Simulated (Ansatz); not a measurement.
We consider chalcopyrite CuInS₂, described by PBEsol (PAW; Ansatz, a quantum-chemistry and plane-wave program).

Numerical settings: plane-wave cutoff 520 eV, 10×10×10 k mesh, Fermi–Dirac smearing 0.01 eV, no spin polarisation, scalar-relativistic PAW data made under PBE.

Computed at the level's own relaxed cell.

Predict the lattice parameter c, bulk modulus, lattice parameter a and equilibrium volume per atom.


- lattice parameter c = 11.043 Å
- bulk modulus = 76.1 GPa
- lattice parameter a = 5.483 Å
- equilibrium volume per atom = 20.75 Å³/atom

The run finds no gap.

Measured, for comparison: lattice parameter c 11.133 Å, lattice constant a 5.523 Å (298 K, no zero-point or thermal correction; as tabulated in Abstract on Scilit: Piezoelectric nonlinear optic CuGaS2 and CuInS2 crystal …). Computed (rounded) less measured: lattice parameter c -0.8 %, lattice constant a -0.7 %. A static lattice is as a rule a little smaller and stiffer than an uncorrected measurement, which narrows the difference in the lattice parameter c, lattice constant a and would widen misses of the other sign.

Note: the gap of the solid is closed in this run; this level leaves the solid without a gap, although one is measured; the bulk modulus comes from volumes at which shape and atoms were relaxed.

Spin–orbit coupling is not included; it can open a gap where bands touch, and shift volumes and moduli.

The computed numbers hold no vibrational or temperature effects.

The result took very roughly 50 core-minutes.
